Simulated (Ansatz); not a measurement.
Ru, 2 atoms in the cell. The structure is hexagonal, space group P6_3/mmc (No. 194). The conventional cell has a = 2.706 Å, b = 2.706 Å, c = 4.282 Å, α = 90.00°, β = 90.00°, γ = 120.00°. Ru (site symmetry -6m2) is surrounded by 12 Ru at 2.65 to 2.71 Å. 

- Program: Ansatz 0.2.0
- Task: band structure
- Functional: HSE06
- Potentials or basis: Ansatz PAW
- Cutoff: 420 eV (not typed: the program's choice for these potentials)
- k mesh: 6 × 6 × 3
- Occupations: fermi-dirac, width 0.05 eV
- Spin: no spin polarisation
- Path: [["G", "M", "K", "G", "A", "L", "H", "A"], ["L", "M"], ["K", "H"]]
- Points for each segment of the path: 4

Potentials or basis: Ansatz PAW.

Command:

```bash
$ ansatz run input.yaml --threads 2 --pin off --max-ram 5632MiB --backend cpu --events-out ev --progress --plain --runs-dir out
```

Hardware: 2 threads of Intel(R) Xeon(R) Processor @ 2.50GHz (Skylake/Cascade Lake), on a shared host.

**Question.** Estimate the wall time of this run.

**Answer.** Run time: 2.9 min on 2 threads of Intel(R) Xeon(R) Processor @ 2.50GHz (Skylake/Cascade Lake), on a shared host, peak memory 0.61 GiB. Counts: scf iterations 15, plane waves 537, k points 14, bands 22.
